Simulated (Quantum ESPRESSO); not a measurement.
**KI in Quantum ESPRESSO: the effect of functional**

KI:

```
CELL_PARAMETERS angstrom
0.00000 3.53277 3.53277
3.53277 0.00000 3.53277
3.53277 3.53277 0.00000
ATOMIC_POSITIONS crystal
I 0.50000 0.50000 0.50000
K 0.00000 0.00000 0.00000
```

Alike in all runs:

```yaml
Program: Quantum ESPRESSO 7.5
Task: dielectric tensor
k_mesh: 6 × 6 × 6, shifted
Occupations: fermi-dirac, width 0.05 eV
Spin: no spin polarisation
```

```tsv
functional	potentials or basis	cutoff	pressure (GPa)	dielectric constant (mean)
LDA	PseudoDojo 0.4.1 SR LDA standard	980 eV	-1.3	2.95
PBE	PseudoDojo 0.4.1 SR PBE standard	1007 eV	0.6	2.88
PBEsol	PseudoDojo 0.4.1 SR PBEsol standard	1007 eV	-0.3	2.91
WC	PseudoDojo 0.4.1 SR PBE standard	1007 eV	-0.1	2.93
BLYP	PseudoDojo 0.4.1 SR PBE standard	1007 eV	?	?
AM05	PseudoDojo 0.4.1 SR PBE standard	1007 eV	0.4	2.88
```

What does the run with functional BLYP give?

Pressure 1.4 GPa; dielectric constant 2.84 mean.

Caveats: the potentials were made for another functional, which shifts forces and pressure (some runs).
